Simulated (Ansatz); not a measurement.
Crystal: SiO$_{2}$, fluorite type, 3 atoms in the cell.

The calculation used Ansatz 0.2.0 development build, r²SCAN, plane waves, PAW datasets (generated hard set).

Cutoff 700 eV; k-mesh 13×13×13 Γ-centred; Fermi–Dirac smearing of 0.1 eV; no spin polarisation.

The fit to the energies gives V₀ = 7.744 Å³/atom (a₀ = 4.529 Å), B₀ = 304 GPa, B₀′ = 4.32.

**Question.** What pressure does the program print at V = 7.376 Å³/atom, and how far above the lowest computed point (V = 7.857 Å³/atom) does the energy lie?

**Answer.** 16.38 GPa and 16.46 meV/atom. All points:

| V (Å³/atom) | a (Å) | E − E(min) (meV/atom) | P (GPa) |
| --- | --- | --- | --- |
| 7.376 | 4.4566 | 16.46 | 16.38 |
| 7.617 | 4.5046 | 0.49 | 5.20 |
| 7.857 | 4.5515 | 0.00 | -4.29 |
| 8.098 | 4.5975 | 12.64 | -12.33 |
| 8.338 | 4.6425 | 36.41 | -19.14 |

The stress includes the program's correction for the finite plane-wave basis.

This cubic structure is a model: it isn't the usual form of the substance at ambient conditions, and such phases are metastable or hypothetical. Potentials made with PBE were used with another functional.
